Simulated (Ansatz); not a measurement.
**Cr: equation of state with rPW86-PBE+D4**

Crystal: Cr.

```xyz
1
Lattice="-1.4844 1.4844 1.4844 1.4844 -1.4844 1.4844 1.4844 1.4844 -1.4844" Properties=species:S:1:pos:R:3 pbc="T T T"
Cr    0.0000    0.0000    0.0000
```

```json
{
  "Program": "Ansatz 0.2.0",
  "Task": "equation of state",
  "Functional": "rPW86-PBE",
  "Dispersion": "D4",
  "Potentials or basis": "all-electron LAPW, point nuclei",
  "Basis error allowed": "0.002 eV/atom",
  "k mesh": "12 × 12 × 12",
  "Occupations": "fermi-dirac, width 0.025 eV",
  "Spin": "collinear spin, ferromagnetic start",
  "Starting moments": "[3.0] μB"
}
```

| Quantity | Value |
| --- | --- |
| Equilibrium volume | 11.59 Å³/atom (rough: see the caveat) |
| Bulk modulus | 263 GPa (rough) |

Energy against volume, from the lowest point:
| volume (Å³/atom) | energy (meV/atom) |
| --- | --- |
| 12.299 | 0.00 |
| 12.561 | 25.81 |
| 12.823 | 57.77 |
| 13.084 | 95.14 |
| 13.346 | 137.31 |
| 13.608 | 183.71 |
| 13.870 | 233.83 |

All runs of the series together: 38 s on 2 threads of Arm Neoverse V2, with other jobs on the host.

Caveat: the minimum lies outside the volumes run; the starting moments weren't kept.
